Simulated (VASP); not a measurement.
# Al (R-3m) in VASP: further runs

The runs below take Al through single point, relaxation of cell and atoms, with r2SCAN.

Program: VASP 6.6.1. These are calculated values, not measurements. Logs are shortened: lines on timing, memory, paths and dates and some standing lists are left out, and cuts for length are marked.

**1. The crystal as given**

Symmetry: R-3m, No. 166, trigonal system. The conventional cell has a = 4.538 Å, b = 4.538 Å, c = 2.724 Å, α = 90.00°, β = 90.00°, γ = 120.00°. Al (site symmetry -3m) has 8 Al at 2.72 to 2.77 Å as nearest neighbours.

The cell was built by a generator and needn't be a form met in nature.

**2. Single point, r2SCAN**

POSCAR

```
Al
1.0
    2.2691213243      1.3100778074      0.9081218470
   -2.2691213243      1.3100778074      0.9081218470
    0.0000000000     -2.6201556148      0.9081218469
Al
1
Direct
    0.5000000000      0.5000000000      0.5000000000
```

INCAR.step1

```
PREC = Accurate
ENCUT = 520
ISMEAR = 0
SIGMA = 0.1
LREAL = False
LASPH = True
NELM = 100
NBANDS = 8
GGA = PE
ALGO = Normal
EDIFF = 1E-4
LWAVE = True
LCHARG = False
```

INCAR.step2

```
PREC = Accurate
ENCUT = 520
EDIFF = 1E-6
ISMEAR = 0
SIGMA = 0.1
LREAL = False
LASPH = True
NELM = 100
ALGO = Normal
ISIF = 2
LWAVE = False
LCHARG = False
METAGGA = R2SCAN
LMIXTAU = True
NBANDS = 8
ISTART = 1
```

KPOINTS

```
regular mesh
0
Gamma
  9 9 9
```

Potentials or basis: VASP PAW PBE potentials, release 64 (Al).

Command:

```sh
> cat potpaw_PBE.64/Al/POTCAR > POTCAR
> cp INCAR.step1 INCAR
> mpirun -np 1 vasp_std > vasp.out
> cp INCAR.step2 INCAR
> mpirun -np 1 vasp_std > vasp.out
```

OUTCAR:

```text
PREC = Accurate
   ENCUT = 520
   EDIFF = 1E-6
   ISMEAR = 0
   LREAL = False
   LASPH = True
   NELM = 100
   ISIF = 2
   METAGGA = R2SCAN
   ISTART = 1

 ion  position               nearest neighbor table
   1  0.500  0.500  0.500-

  LATTYP: Found a trigonal (rhomboedric) cell.
 ALAT       =     2.7730670267
 COS(alpha) =    -0.3391360336

  Lattice vectors:

 A1 = (   2.2691213243,   1.3100778074,   0.9081218470)
 A2 = (  -2.2691213243,   1.3100778074,   0.9081218470)
 A3 = (   0.0000000000,  -2.6201556148,   0.9081218469)

Analysis of symmetry for initial positions (statically):
=====================================================================
 Subroutine PRICEL returns:
 Original cell was already a primitive cell.

 Routine SETGRP: Setting up the symmetry group for a
 trigonal (rhombohedral) supercell.

 Subroutine GETGRP returns: Found 12 space group operations
 (whereof 12 operations were pure point group operations)
 out of a pool of 12 trial point group operations.

The static configuration has the point symmetry D_3d.

Analysis of symmetry for dynamics (positions and initial velocities):
=====================================================================
 Subroutine PRICEL returns:
 Original cell was already a primitive cell.

 Routine SETGRP: Setting up the symmetry group for a
 trigonal (rhombohedral) supercell.

 Subroutine GETGRP returns: Found 12 space group operations
 (whereof 12 operations were pure point group operations)
 out of a pool of 12 trial point group operations.

The dynamic configuration has the point symmetry D_3d.

 Subroutine INISYM returns: Found 12 space group operations
 (whereof 12 operations are pure point group operations),
 and found     1 'primitive' translations

----------------------------------------------------------------------------------------

                                     Primitive cell

  volume of cell :      16.1976

  direct lattice vectors                    reciprocal lattice vectors
     2.269121324  1.310077807  0.908121847     0.220349611  0.127218907  0.367057939
    -2.269121324  1.310077807  0.908121847    -0.220349611  0.127218907  0.367057939
     0.000000000 -2.620155615  0.908121847     0.000000000 -0.254437814  0.367057939

  length of vectors
     2.773067027  2.773067027  2.773067027     0.446620792  0.446620792  0.446620792

  position of ions in fractional coordinates (direct lattice)
     0.500000000  0.500000000  0.500000000

  ion indices of the primitive-cell ions
   primitive index   ion index
                 1           1

----------------------------------------------------------------------------------------

 KPOINTS: regular mesh

Automatic generation of k-mesh.
 Grid dimensions read from file:
 generate k-points for:    9    9    9

 Generating k-lattice:

  Cartesian coordinates                     Fractional coordinates (reciprocal lattice)
     0.024483290  0.014135434  0.040784215     0.111111111  0.000000000  0.000000000
    -0.024483290  0.014135434  0.040784215     0.000000000  0.111111111  0.000000000
     0.000000000 -0.028270868  0.040784215     0.000000000  0.000000000  0.111111111

  Length of vectors
     0.049624532  0.049624532  0.049624532

  Shift w.r.t. Gamma in fractional coordinates (k-lattice)
     0.000000000  0.000000000  0.000000000

 Subroutine IBZKPT returns following result:
 ===========================================

 Found     85 irreducible k-points:

 Following reciprocal coordinates:
            Coordinates               Weight
  0.000000  0.000000  0.000000      1.000000
  0.111111  0.000000  0.000000      6.000000
  0.222222  0.000000  0.000000      6.000000
  0.333333  0.000000  0.000000      6.000000
  0.444444  0.000000  0.000000      6.000000
  0.111111  0.111111  0.000000      6.000000
[... 16 lines left out ...]
 -0.333333  0.333333  0.000000      6.000000
  0.444444  0.444444  0.000000      6.000000
 [... further k-points ...]
   k-points           NKPTS =     85   k-points in BZ     NKDIM =     85   number of bands    NBANDS=      8
   number of dos      NEDOS =    301   number of ions     NIONS =      1
   total plane-waves  NPLWV =  13824
   dimension x,y,z NGX =    24 NGY =   24 NGZ =   24
   dimension x,y,z NGXF=    48 NGYF=   48 NGZF=   48
   ions per type =               1
   NGX,Y,Z   is equivalent  to a cutoff of  14.39, 14.39, 14.39 a.u.
   NGXF,Y,Z  is equivalent  to a cutoff of  28.78, 28.78, 28.78 a.u.
 SYSTEM =  unknown system
   PREC   = accura    normal or accurate (medium, high low for compatibility)
   ISTART =      1    job   : 0-new  1-cont  2-samecut
   ICHARG =      0    charge: 1-file 2-atom 10-const
   ISPIN  =      1    spin polarized calculation?
   LNONCOLLINEAR =      F non collinear calculations
   LSORBIT =      F    spin-orbit coupling
   LASPH  =      T    aspherical Exc in radial PAW
   ENCUT  =  520.0 eV  38.22 Ry    6.18 a.u.   5.16  5.16  5.16*2*pi/ulx,y,z
   NELM   =    100;   NELMIN=  2; NELMDL=  0     # of ELM steps
   EDIFF  = 0.1E-05   stopping-criterion for ELM
   LREAL  =      F    real-space projection
   EDIFFG = 0.1E-04   stopping-criterion for IOM
   NSW    =      0    number of steps for IOM
   IBRION =     -1    ionic relax: 0-MD 1-quasi-New 2-CG
   NFREE  =      0    steps in history (QN), initial steepest desc. (CG)
   ISIF   =      2    stress and relaxation
   ISYM   =      2    0-nonsym 1-usesym 2-fastsym
   POTIM  = 0.5000    time-step for ionic-motion
   TEBEG  =    0.0;   TEEND  =   0.0 temperature during run
   PSTRESS=    0.0 pullay stress
   NELECT =       3.0000    total number of electrons
   NUPDOWN=      -1.0000    fix difference up-down
   EMIN   =  10.00;   EMAX   =-10.00  energy-range for DOS
   EFERMI =   0.00;   METHOD = LEGACY
   ISMEAR =     0;   SIGMA  =   0.10  broadening in eV -4-tet -1-fermi 0-gaus
   EFERMI_NEDOS =   21; number of points for ismear=-14 and -15
   IALGO  =     38    algorithm
   IMIX   =      4    mixing-type and parameters
     AMIX     =   0.40;   BMIX     =  1.00
     AMIX_MAG =   1.60;   BMIX_MAG =  1.00
  volume/ion in A,a.u.               =      16.20       109.31
  Fermi-wavevector in a.u.,A,eV,Ry     =   0.933179  1.763454 11.848279  0.870824
  Thomas-Fermi vector in A             =   2.059854
   LORBIT       =      0    0 simple, 1 ext, 2 COOP (PROOUT), +10 PAW based schemes
   METAGGA = R2SCAN    functional components
   LHFCALC =     F    Hartree Fock is set to
   AEXX    =    0.0000 exact exchange contribution
   IVDW    =     0    specifies the selected vdW correction
   LEPSILON=     F    determine dielectric tensor
   LRPA    =     F    only Hartree local field effects (RPA)
 non-spin polarized calculation
 Gauss-broadening in eV      SIGMA  =   0.10
  energy-cutoff  :      520.00
  volume of cell :       16.20
 maximum number of plane-waves:       447
 NGX is ok and might be reduce to    24
   NGX = 11   NGY = 11   NGZ = 11

 number of electron       3.0000000 magnetization

 Free energy of the ion-electron system (eV)
  ---------------------------------------------------
  ext. energy  EPLUGINS =         0.00000000
  ---------------------------------------------------
  free energy    TOTEN  =        -6.61866962 eV

  energy without entropy =       -6.61621442  energy(sigma->0) =       -6.61744202

 E-fermi :   8.2892     XC(G=0): -10.9902

 val. band max:        8.2854555433   @ k =  -0.3333  -0.3333   0.1111
 cond. band min:       8.4111537354   @ k =  -0.3333  -0.4444   0.1111
 fundamental gap:      0.1256981921
 Fermi energy:         8.2892398307

 k-point     1 :       0.0000    0.0000    0.0000
  band No.  band energies     occupation
      1      -3.7651      2.00000
      2      22.1751      0.00000
      3      22.4380      0.00000
      4      22.4380      0.00000
      5      24.2050      0.00000
      6      24.2050      0.00000
      7      24.8095      0.00000
      8      25.6832      0.00000

 k-point     2 :       0.1111    0.0000    0.0000
  band No.  band energies     occupation
      1      -3.3777      2.00000
      2      19.1893      0.00000
      3      20.6657      0.00000
      4      21.0817      0.00000
      5      22.9087      0.00000
      6      23.7627      0.00000
      7      25.2912      0.00000
      8      25.7031      0.00000

 k-point     3 :       0.2222    0.0000    0.0000
  band No.  band energies     occupation
      1      -2.2219      2.00000
      2      14.2536      0.00000
      3      18.9157      0.00000
      4      19.1506      0.00000
      5      21.0280      0.00000
      6      22.3420      0.00000
      7      26.5448      0.00000
      8      26.6639      0.00000

 k-point     4 :       0.3333    0.0000    0.0000
  band No.  band energies     occupation
      1      -0.3171      2.00000
      2       9.6784      0.00000
      3      17.7299      0.00000
      4      17.7343      0.00000
      5      19.6898      0.00000
      6      21.2185      0.00000
      7      27.9721      0.00000
      8      28.6466      0.00000

 k-point     5 :       0.4444    0.0000    0.0000
  band No.  band energies     occupation
      1       2.2885      2.00000
      2       5.7220      2.00000
      3      17.0066      0.00000
      4      17.1372      0.00000
      5      19.0122      0.00000
      6      20.5952      0.00000
      7      29.6829      0.00000
      8      31.0890      0.00000

 k-point     6 :       0.1111    0.1111    0.0000
  band No.  band energies     occupation
      1      -2.5961      2.00000
      2      16.6931      0.00000
      3      17.0574      0.00000
      4      19.7337      0.00000
      5      22.8095      0.00000
      6      23.1447      0.00000
      7      25.9780      0.00000
      8      26.3156      0.00000

 k-point     7 :       0.2222    0.1111    0.0000
  band No.  band energies     occupation
      1      -1.0559      2.00000
      2      12.0787      0.00000
      3      15.1458      0.00000
      4      18.1549      0.00000
      5      21.5820      0.00000
      6      23.6291      0.00000
      7      25.7692      0.00000
      8      29.0850      0.00000
[... 133 lines left out ...]
 k-point    20 :       0.3333    0.3333    0.0000
  band No.  band energies     occupation
      1       5.8339      2.00000
      2       5.9057      2.00000
      3       7.2948      2.00000
      4      15.8058      0.00000
      5      24.8451      0.00000
      6      25.0956      0.00000
      7      25.8508      0.00000
      8      33.4235      0.00000

 k-point    21 :       0.4444    0.3333    0.0000
  band No.  band energies     occupation
      1       3.2559      2.00000
      2       6.5306      2.00000
      3      10.2586      0.00000
      4      16.0847      0.00000
      5      22.4750      0.00000
      6      25.7046      0.00000
      7      27.9467      0.00000
      8      30.6139      0.00000

 k-point    22 :      -0.4444    0.3333    0.0000
  band No.  band energies     occupation
      1       1.0708      2.00000
      2       7.5820      2.00000
      3      14.3553      0.00000
      4      16.9679      0.00000
      5      20.5883      0.00000
      6      24.1990      0.00000
      7      27.4697      0.00000
      8      31.4423      0.00000

 k-point    23 :      -0.3333    0.3333    0.0000
  band No.  band energies     occupation
      1      -0.4051      2.00000
      2       9.3342      0.00000
      3      17.7550      0.00000
      4      17.9051      0.00000
      5      19.8945      0.00000
      6      21.5172      0.00000
      7      28.6450      0.00000
      8      29.0433      0.00000

 k-point    24 :       0.4444    0.4444    0.0000
  band No.  band energies     occupation
      1       3.6456      2.00000
      2       4.3498      2.00000
      3      14.0115      0.00000
      4      16.6507      0.00000
      5      20.2621      0.00000
      6      24.0085      0.00000
      7      29.1774      0.00000
      8      30.4113      0.00000

 [... further k-points ...]

------------------------ aborting loop because EDIFF is reached ----------------------------------------

  FORCE on cell =-STRESS in cart. coord.  units (eV):
  Direction    XX          YY          ZZ          XY          YZ          ZX
  --------------------------------------------------------------------------------------
  -------------------------------------------------------------------------------------
  Total       -0.0411532     -0.0411532     -0.0597294      0.0000000     -0.0000000      0.0000000
  in kB       -4.0706525     -4.0706525     -5.9081142      0.0000000     -0.0000000      0.0000000
  external PRESSURE =      -4.6831397 kB  Pullay stress =       0.0000000 kB

 VOLUME and BASIS-vectors are now :
 -----------------------------------------------------------------------------
  energy-cutoff  :      520.00
  volume of cell :       16.20
      direct lattice vectors                 reciprocal lattice vectors
     2.269121324  1.310077807  0.908121847     0.220349611  0.127218907  0.367057939
    -2.269121324  1.310077807  0.908121847    -0.220349611  0.127218907  0.367057939
     0.000000000 -2.620155615  0.908121847     0.000000000 -0.254437814  0.367057939

 POSITION                                       TOTAL-FORCE (eV/Angst)
 -----------------------------------------------------------------------------------
      0.00000      0.00000      1.36218        -0.000000     -0.000000     -0.000000
 -----------------------------------------------------------------------------------
    total drift:                                0.000000     -0.000000     -0.000000

  FREE ENERGIE OF THE ION-ELECTRON SYSTEM (eV)
  ---------------------------------------------------
  free  energy   TOTEN  =        -6.6186696185 eV

  energy  without entropy=       -6.6162144245  energy(sigma->0) =       -6.61744202
```

Wall time 36 s (1 thread of Intel Xeon Platinum 8488C (Sapphire Rapids), shared host); peak memory 0.13 GiB.

What came out:

```
Free energy            : -6.6187 eV
Pressure               : -0.5 GPa
Band gap on the k mesh : none (metal or under the smearing width)
```

Stress tensor (GPa, compression positive):
```
-0.41  0.00  0.00
 0.00 -0.41  0.00
 0.00  0.00 -0.59
```

Caveat: the PAW data sets were made with another functional, which shifts forces and pressure a little.

[end of part 1 of 2]
